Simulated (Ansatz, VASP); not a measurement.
**One calculation of BN, two programs**

```
B N
1.0
     2.53600    0.00000    0.00000
    -1.26800    2.19624    0.00000
     0.00000    0.00000    4.19900
B N
2 2
Direct
  0.66667 0.33333 0.00000
  0.33333 0.66667 0.50000
  0.66667 0.33333 0.37500
  0.33333 0.66667 0.87500
```

Alike in both runs: task electric field gradients; functional PBE; k mesh 11 × 11 × 6; occupations fermi-dirac, width 0.02 eV; no spin polarisation.

|  | VASP | Ansatz |
| --- | --- | --- |
| version | VASP 6.6.1 | Ansatz 0.2.0 |
| potentials or method | VASP PAW PBE potentials, release 64 (B, N), cutoff 520 eV | all-electron PAW with datasets made for the crystal, scalar-relativistic |

```csv
,VASP,Ansatz,Ansatz less VASP
gap on the k mesh at the Fermi level (eV),5.37,5.38,+0.008
pressure (GPa),8.3,8.0,-0.29
largest component of the traceless stress (GPa),0.81,0.77,-0.045
rms of the force components (eV/Å),0.033,0.032,-0.0016
Vzz of the field gradient on the site that differs most (V/Å²),4.8,4.6,-0.23
```

Atom by atom the forces differ by 0.002 eV/Å (rms over components). Ansatz ran all-electron here, so the differences hold the error of VASP's frozen core and of both bases.

Caveats: an odd mesh through Γ misses points on the zone boundary, where band edges often lie; the cell's inner coordinates are idealised or old, which leaves forces on the atoms. PBE gaps usually lie below the measured ones, often by a third to a half.
